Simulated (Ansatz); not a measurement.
## Isomers of C4H6

3 of its isomers, all singlets with charge 0: A = `CC1C=C1`; B = 1-methylcyclopropene `CC1=CC1`; C = Bicyclo[1.1.0]butane `C1C2CC12`.

Shapes, held fixed at every level: PBE0-D4/def2-TZVP. Programs: Ansatz 0.2.0.

A:

```xyz
10

C    -0.9540    0.6511   -0.5365
C    -0.1619   -0.4979    0.0373
C     0.8525   -0.2963    1.1204
C     1.3323   -0.5498   -0.0495
H    -1.2264    0.4628   -1.5796
H    -1.8825    0.8098    0.0207
H    -0.3754    1.5775   -0.5002
H    -0.7040   -1.4473    0.0207
H     1.0163   -0.0714    2.1612
H     2.1861   -0.6896   -0.6914
```

B:

```xyz
10

C    -1.0438    0.7591   -0.6957
C    -0.0693   -0.1369   -0.0650
C     0.4026   -1.3099    0.1857
C     1.1507   -0.1687    0.8054
H    -1.7886    0.2047   -1.2693
H    -1.5575    1.3576    0.0626
H    -0.5378    1.4629   -1.3633
H     0.3548   -2.3795    0.0723
H     1.0560    0.0247    1.8760
H     2.1158    0.1348    0.3943
```

C:

```xyz
10

C    -0.5004    0.9262   -0.5063
C    -0.4801   -0.5536   -0.3398
C     0.2343   -0.6143    0.9655
C     0.7623    0.2228   -0.1474
H    -0.5811    1.3067   -1.5203
H    -0.9991    1.5376    0.2471
H    -0.7008   -1.3353   -1.0479
H    -0.2067   -0.1239    1.8344
H     0.7720   -1.5308    1.1905
H     1.6996    0.1647   -0.6760
```

Electronic energies in kJ/mol, without zero-point or thermal terms.

Question: From chemical knowledge, estimate the order of stability.

Answer: C < B < A in rising energy, over a span of 32 kJ/mol, by CCSD(T)/CBS estimate. All levels agree on that. The B − A difference spans -19.2 to -13.8 kJ/mol over the levels. The CBS estimate extrapolates MP2 from def2-TZVPP and def2-QZVPP and adds CCSD(T) − MP2 in the triple-zeta set, cores frozen.

```csv
level,kind,B − A,C − A
HF/def2-TZVPP,Hartree–Fock,-18.4,-23.7
SPW92/def2-TZVPP,LDA,-19.1,-57.1
PBE-D4/def2-TZVPP,GGA,-19.2,-40.2
PBE0-D4/def2-TZVPP,global hybrid,-19.0,-47.4
B2PLYP/def2-TZVPP,double hybrid,-17.5,-29.4
MP2/def2-TZVPP,perturbation theory,-15.4,-43.8
CCSD(T)/CBS estimate,coupled cluster or CI,-13.8,-32.2
```
